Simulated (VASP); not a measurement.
## PtSe2: relaxation of cell and atoms with PBE+D3(BJ)

The system is PtSe2.

```
Pt Se
1.0
     3.76935    0.00000    0.00000
    -1.88468    3.26436    0.00000
     0.00000    0.00000    4.82442
Pt Se
1 2
Cartesian
  0.0000 0.0000 0.0000
  0.0000 2.1762 1.2823
  1.8847 1.0881 3.5421
```

```yaml
Program: VASP 6.6.1
Task: relaxation of cell and atoms
Functional: PBE
Dispersion: D3(BJ)
Potentials_or_basis: VASP PAW PBE potentials, release 64 (Pt, Se)
Cutoff: 520 eV
k_mesh: 9 × 9 × 6
Occupations: gaussian, width 0.02 eV
Spin: no spin polarisation
Further_INCAR_settings: ALGO = Normal; EDIFF = 1e-07; IBRION = 2; EDIFFG = -0.002; NSW = 80; ISIF = 3
```

| Quantity | Value |
| --- | --- |
| Energy gained by relaxing | 0.0 meV/atom |
| Ionic steps | 2 |
| Pressure after relaxing | 0.0 GPa |
| Band gap on the k mesh | none (metal or under the smearing width) |
| Dispersion energy per atom | -0.490 eV |

Final structure:
```
Pt Se
1.0
     3.76945    0.00000    0.00000
    -1.88472    3.26444    0.00000
     0.00000    0.00000    4.82394
Pt Se
1 2
Direct
  0.00000 0.00000 0.00000
  0.33333 0.66667 0.26580
  0.66667 0.33333 0.73420
```

Levels at points of the mesh, in eV from the Fermi level:
```
           k point  band 8  band 9  band 10  band 11  band 12  band 13  band 14  band 15
(0.00, 0.00, 0.00)   -2.50   -1.02    -1.02     0.77     1.05     1.05     3.35     4.09
(0.00, 0.00, 0.50)   -2.93   -1.73    -1.73    -1.72     2.31     2.31     4.98     6.51
```

Wall time 13 s on 4 MPI ranks on AMD EPYC 9R14 (Zen 4), with other jobs on the host, peak memory 0.2 GiB a rank.

Caveat: pairwise dispersion overbinds metals, which lowers pressure and volume. The run has no spin-orbit coupling, so splittings on Pt are missing.
